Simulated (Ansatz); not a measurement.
# B16HN16: the cost of one run

Program: Ansatz 0.2.0. Level of theory: DFT PBE+D3(BJ), scalar-relativistic, plane waves, PAW. These are calculated values, not measurements.

3 further runs of the same task are left out: 3 set aside as unsound or not needed.

### 1 The starting structure

It takes space group R3m (No. 160, trigonal). Conventional cell: a = 2.506 Å, b = 2.506 Å, c = 9.885 Å, α = 90.00°, β = 90.00°, γ = 120.00°. B (site symmetry 3m) is surrounded by 3 N at 1.45 Å. Around N (site symmetry 3m) lie 3 B at 1.45 Å.

Structure file:

```cif
data_structure
_symmetry_space_group_name_H-M 'R3m:H'
_symmetry_Int_Tables_number 160
_cell_length_a 2.5061
_cell_length_b 2.5061
_cell_length_c 9.8847
_cell_angle_alpha 90.000
_cell_angle_beta 90.000
_cell_angle_gamma 120.000
_cell_volume 53.76
loop_
_atom_site_label
_atom_site_type_symbol
_atom_site_symmetry_multiplicity
_atom_site_Wyckoff_symbol
_atom_site_fract_x
_atom_site_fract_y
_atom_site_fract_z
_atom_site_occupancy
B1 B 3 a 0.00000 0.00000 0.00030 1
N1 N 3 a 0.66667 0.33333 0.00060 1
```

It goes back to an entry of the Materials Project, which need not be the stable form.

This cell was relaxed beforehand with the same method: volume 8.96 Å³/atom, gap on the mesh 4.24 eV.

The host's static dielectric tensor, from an earlier linear-response run, has a mean of 5.43.

The perfect supercell (rows -1 3 -1; -1 -1 3; 3 -1 -1 in vectors of this cell) comes from an earlier run at this level (32 atoms, E(σ→0) -8683.0333 eV, gap 5.07 eV on its own mesh).

### 2 The defect cell

The extra atom is put at (0.500, 0.578, 0.422) of the supercell, the middle of a void of radius 1.83 Å. A small random displacement (spread 0.06 Å) lets the symmetry of the site break. Its neighbours are 1 N at 1.83 Å, 1 N at 1.85 Å, 2 B at 1.86 Å.

### 3 Charge state 0

input.yaml

```yaml
crystal:
  lattice:
    - [-5.0122276274, 2.8938109699, 3.2948837584]
    - [0.0, -5.7876219398, 3.2948837584]
    - [5.0122276274, 2.8938109699, 3.2948837584]
  atoms:
    - { symbol: B, position: [0.2496975441, 0.7496975441, 0.9996975441] }
    - { symbol: B, position: [0.4996975441, 0.4996975441, 0.9996975441] }
    - { symbol: B, position: [0.7496975441, 0.2496975441, 0.9996975441] }
    - { symbol: B, position: [0.9996975441, 0.7496975441, 0.2496975441] }
    - { symbol: B, position: [0.9996975441, 0.9996975441, 0.9996975441] }
    - { symbol: B, position: [0.2570702103, 0.50598761, 0.2614974042], spin: 0.2 }
    - { symbol: B, position: [0.4996975441, 0.2496975441, 0.2496975441] }
    - { symbol: B, position: [0.7472271448, 0.7386706734, 0.4972416055], spin: 0.2 }
    - { symbol: B, position: [0.7496975441, 0.9996975441, 0.2496975441] }
    - { symbol: B, position: [0.9996975441, 0.4996975441, 0.4996975441] }
    - { symbol: B, position: [0.2496975441, 0.2496975441, 0.4996975441] }
    - { symbol: B, position: [0.4996975441, 0.7496975441, 0.7496975441] }
    - { symbol: B, position: [0.4996975441, 0.9996975441, 0.4996975441] }
    - { symbol: B, position: [0.7496975441, 0.4996975441, 0.7496975441] }
    - { symbol: B, position: [0.9996975441, 0.2496975441, 0.7496975441] }
    - { symbol: B, position: [0.2496975441, 0.9996975441, 0.7496975441] }
    - { symbol: "N", position: [0.5827354559, 0.0827354559, 0.3327354559] }
    - { symbol: "N", position: [0.8327354559, 0.8327354559, 0.3327354559] }
    - { symbol: "N", position: [0.0827354559, 0.5827354559, 0.3327354559] }
    - { symbol: "N", position: [0.3327354559, 0.0827354559, 0.5827354559] }
    - { symbol: "N", position: [0.3324047917, 0.3382189985, 0.3268912733], spin: 0.2 }
    - { symbol: "N", position: [0.566479037, 0.8244257203, 0.5895954927], spin: 0.2 }
    - { symbol: "N", position: [0.8327354559, 0.5827354559, 0.5827354559] }
    - { symbol: "N", position: [0.0827354559, 0.0827354559, 0.8327354559] }
    - { symbol: "N", position: [0.0827354559, 0.3327354559, 0.5827354559] }
    - { symbol: "N", position: [0.3327354559, 0.8327354559, 0.8327354559] }
    - { symbol: "N", position: [0.5827354559, 0.5827354559, 0.8327354559] }
    - { symbol: "N", position: [0.8327354559, 0.0827354559, 0.0827354559] }
    - { symbol: "N", position: [0.8327354559, 0.3327354559, 0.8327354559] }
    - { symbol: "N", position: [0.0827354559, 0.8327354559, 0.0827354559] }
    - { symbol: "N", position: [0.3327354559, 0.5827354559, 0.0827354559] }
    - { symbol: "N", position: [0.5827354559, 0.3327354559, 0.0827354559] }
    - { symbol: H, position: [0.5157357158, 0.5648069943, 0.4215072866], spin: 0.2 }
  host:
    lattice:
      - [1.2530569068, 0.7234527425, 3.2948837584]
      - [-1.2530569068, 0.7234527425, 3.2948837584]
      - [0.0, -1.446905485, 3.2948837584]
    atoms:
      - { symbol: B, position: [0.9996975441, 0.9996975441, 0.9996975441] }
      - { symbol: "N", position: [0.3327354559, 0.3327354559, 0.3327354559] }
basis:
  ecutwfc: 420
  xc_grid: 2
kpoints:
  mp_grid: { grid: [2, 2, 2], shift: [0.5, 0.5, 0.5] }
hamiltonian:
  xc: pbe
  dispersion: d3bj
scf:
  occupations: { method: gaussian, width: 0.01 }
output:
  forces: true
  stress: false
  eigenvalues: true
  populations: true
  charged_corrections:
    defect_position: [0.5, 0.578125, 0.421875]
    epsilon: [[6.5997, 0.0, 0.0], [0.0, 6.5997, 0.0], [0.0, 0.0, 3.0904]]
  write_density: true
  write_potential: true
  elf: true
  volumetric_format: npy
magnetization:
  spin_polarized: true
relax:
  adjacent_minimum: "off"
  f_tol: 0.025
  max_steps: 45
```

Started as:

```
$ ansatz run input.yaml --threads 4 --pin off --max-ram 10240MiB --backend cpu --events-out ev --progress --plain --runs-dir out
```

What time and memory should one allow on 4 threads of Arm Neoverse V2, shared host?

About 78 s, with a peak of 0.86 GiB.
